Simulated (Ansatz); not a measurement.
# TiAl: strain energy, fitted

TiAl, P4/mmm, a = 2.795 Å, c = 4.041 Å. The structure is a Materials Project entry; whether it is the stable form wasn't checked. Ansatz: PBEsol, PAW, 420 eV, Γ-centred 18×18×14 mesh on 2 atoms, Gaussian smearing 0.10 eV; no spin polarisation. Series: shear of c along a, cell held, atoms fixed by symmetry; x is the strain in per cent (engineering shear). y is the free energy over the unstrained cell, V0 = 15.781 Å³/atom. Symmetry makes y even in x.

| x (%) | y (meV/atom) |
| --- | --- |
| 0.0 | 0.00 |
| 1.5 | 1.33 |
| 3.0 | ? |
| 4.5 | 11.94 |
| 6.0 | 21.16 |
| 9.0 | 47.25 |

Fit y = c2 x² + c4 x⁴ to the other rows, turn c2 into a modulus, and predict the missing energy.

Least squares on the rows shown. y = 0.59148 x² − 0.00010062 x⁴. In eV per unit strain² c2 is 5.915; this is the shear stiffness (E = ½ C V0 γ²): 2 × 5.915 × 160.2 / (15.781) = 120 GPa. At x = 3.0 the fit asked for gives 5.32 meV/atom. The run gave 5.31 meV/atom, so the fit is 0.01 meV/atom too high, a small miss on the scale of the series.